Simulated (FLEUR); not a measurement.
**NaI under changes of volume**

One of the cells (33.899 Å³/atom); the others are scaled copies at fixed shape and fractional positions:

```xyz
2
Lattice="0.0000 3.2364 3.2364 3.2364 0.0000 3.2364 3.2364 3.2364 0.0000" Properties=species:S:1:pos:R:3 pbc="T T T"
I     3.2364    3.2364    3.2364
Na    0.0000    0.0000    0.0000
```

| Item | Value |
| --- | --- |
| Program | FLEUR MaX-R8.1 (later development tree) |
| Functional | r2SCAN |
| Potentials or basis | all-electron |
| Basis | FLAPW |
| Kmax | 4.1 1/bohr |
| k mesh | 7 × 7 × 7 |
| Occupations | fermi-dirac, width 0.05 eV |
| Spin | no spin polarisation |

| volume (Å³/atom) | energy over the lowest point (meV/atom) | gap on the mesh (eV) |
| --- | --- | --- |
| 31.865 | 6.51 | 4.62 |
| 32.543 | ? | ? |
| 33.899 | 0.00 | 4.40 |
| 35.255 | 2.88 | 4.25 |
| 35.933 | 6.34 | 4.17 |

**Question.** What does the run at 32.543 Å³/atom give?

**Answer.** Energy over the lowest point 2.61 meV/atom; gap on the mesh 4.54 eV.

Worked out: A Birch-Murnaghan fit of order 2 (a polynomial in V^(-2/3)) to the other rows has its minimum at 33.82 Å³/atom with B0 = V·E''(V) = 17.0 GPa. It gives 2.64 meV/atom at 32.543 Å³/atom, against the run's 2.61. A straight line through the other rows of the gap, of slope -3.73 eV per unit of ln V (its deformation potential), gives 4.55 eV, against the run's 4.54.

Energies are extrapolated to zero smearing.

Caveats: the meta-GGA is that of a development version, with a GGA for the radial functions and cores and without core tails; spin-orbit coupling is left out, which moves the levels of the heavy elements.
